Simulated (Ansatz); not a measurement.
MgS built on the h-MgO prototype was relaxed with 5 functionals in Ansatz 0.2.0, cell and atoms free, the symmetry of the start kept (meshes: PBE 6×6×4, r2SCAN 6×6×4, PBEsol 6×6×4, LDA 6×6×4, HSE06 6×6×4). The cell comes from a prototype generator: it can be a known phase or a hypothetical one. Spin polarisation is off.

The HSE06 result:
Space group P6_3/mmc (No. 194). a = 4.294 Å, b = 4.294 Å, c = 5.284 Å, α = 90.00°, β = 90.00°, γ = 120.00°
```csv
atom,site,symmetry,x,y,z
Mg,2c,-6m2,0.3333,0.6667,0.2500
S,2d,-6m2,0.6667,0.3333,0.2500
```

It is hexagonal, P6_3/mmc (No. 194); a = 4.294 Å, c = 5.284 Å in the conventional setting, 21.10 Å³ an atom. Mg is surrounded by 5 S at 2.48–2.64 Å; S is surrounded by 5 Mg at 2.48–2.64 Å.

Q: What lattice does LDA give?

A: a = 4.249 Å, c = 5.200 Å; the volume differs by -3.7 % from HSE06's. Around Mg lie 5 S at 2.45–2.60 Å; around S lie 5 Mg at 2.45–2.60 Å.

Q: What lattice does PBEsol give?

A: a = 4.291 Å, c = 5.256 Å; the volume differs by -0.7 % from HSE06's. Mg has 5 S at 2.48–2.63 Å; S has 5 Mg at 2.48–2.63 Å.

Q: Held at the r2SCAN cell, what mean stress do LDA and PBE find, and does its sign point to their own minimum?

A: Yes. LDA -2.35 GPa, and its relaxed volume is -3.8 % from r2SCAN's; PBE +1.10 GPa, and its relaxed volume is +1.8 % from r2SCAN's. Compression counts positive, so a positive stress asks for a larger cell.
